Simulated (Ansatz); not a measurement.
Ag:

```
Ag
1.0
     0.00000    2.04275    2.04275
     2.04275    0.00000    2.04275
     2.04275    2.04275    0.00000
Ag
1
Direct
  0.00000 0.00000 0.00000
```

Base run:

```yaml
Program: Ansatz 0.2.0
Functional: PBE
Potentials_or_basis: Ansatz PAW
Cutoff: 420 eV
Density_cutoff: 1680 eV
k_mesh: 11 × 11 × 11
Occupations: fermi-dirac, width 0.05 eV
Spin: spin-orbit coupling, no magnetisation
```

Its results: band gap on the k mesh none (metal or under the smearing width); pressure 4.3 GPa.

Task: The run is repeated on the same cell with these changes: functional from PBE to r2SCAN; cutoff from 420 eV to 500 eV; density cutoff from 1680 eV to 2000 eV. What comes out?

Result: Band gap on the k mesh none (metal or under the smearing width); pressure 1.1 GPa.

Caveats: the PAW data sets come from PBE, with cores solved anew for the run's functional, which leaves a small shift of forces and pressure (some runs).

Not every run made on this cell is shown here.
